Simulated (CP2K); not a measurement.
**HgSe: single point with r2SCAN**

Crystal: HgSe.

```
Hg Se
1.0
     4.29780    0.00000    0.00000
     2.14890    3.72200    0.00000
     2.14890    1.24067    3.50913
Hg Se
1 1
Direct
  0.00000 0.00000 0.00000
  0.75000 0.75000 0.75000
```

```json
{
 "Program": "CP2K 2026.2",
 "Task": "single point",
 "Functional": "r2SCAN",
 "Potentials or basis": "POTENTIAL_UZH Hg GTH-SCAN-q12, Se GTH-SCAN-q6; TZVP-MOLOPT-SCAN-GTH basis",
 "Density cutoff": "9184 eV",
 "k mesh": "8 × 8 × 8",
 "Occupations": "fermi-dirac, width 0.05 eV",
 "Spin": "no spin polarisation",
 "SCF solver": "diagonalisation with k points",
 "Quickstep method": "GPW",
 "EPS_DEFAULT": "1.0E-10",
 "EPS_SCF": "1.0E-6",
 "MAX_SCF": "100",
 "SCF_GUESS": "ATOMIC",
 "k points reduced by the point group": "yes",
 "Mesh centred on Gamma": "yes",
 "CHOLESKY": "OFF",
 "EPS_EIGVAL": "1.0E-7",
 "MIXING METHOD": "BROYDEN_MIXING",
 "MIXING ALPHA": "0.4",
 "NBUFFER": "8",
 "NGRIDS": "4",
 "Basis sets": "Hg TZVP-MOLOPT-SCAN-GTH-q12, Se TZVP-MOLOPT-SCAN-GTH-q6",
 "Potentials": "Hg GTH-SCAN-q12 of POTENTIAL_UZH, Se GTH-SCAN-q6 of POTENTIAL_UZH",
 "ADDED_MOS": "[10]",
 "REL_CUTOFF (Ry)": "60 Ry",
 "MIXING BETA (1/bohr)": "1.5 1/bohr",
 "CUTOFF of the grids": "675 Ry"
}
```

| Property | Result |
| --- | --- |
| Pressure | 2.5 GPa |
| Band gap on the k mesh | none (metal or under the smearing width) |
| Mulliken charges | Hg +0.26; Se -0.26 e |
| Hirshfeld charges | Hg +0.20; Se -0.20 e |

Levels at points of the mesh, in eV from the Fermi level:
```tsv
k point	band 6	band 7	band 8	band 9	band 10	band 11	band 12	band 13
(0.00, 0.00, 0.00)	-6.51	-0.85	-0.05	-0.05	-0.05	5.69	5.69	5.69
(0.00, 0.00, 0.50)	-6.19	-5.80	-1.09	-1.09	1.21	6.55	6.55	7.28
(0.00, 0.50, 0.50)	-6.14	-5.29	-2.48	-2.48	2.92	3.21	8.90	10.26
```

Wall time 2.8 min on 1 thread of Intel(R) Xeon(R) Platinum 8259CL CPU @ 2.50GHz (Skylake/Cascade Lake), on a shared host, peak memory 0.47 GiB.

Caveat: Mulliken charges move with the basis; the basis of atomic orbitals isn't converged, which shifts pressures, moduli and gaps. The run has no spin-orbit coupling, so splittings on Hg are missing.
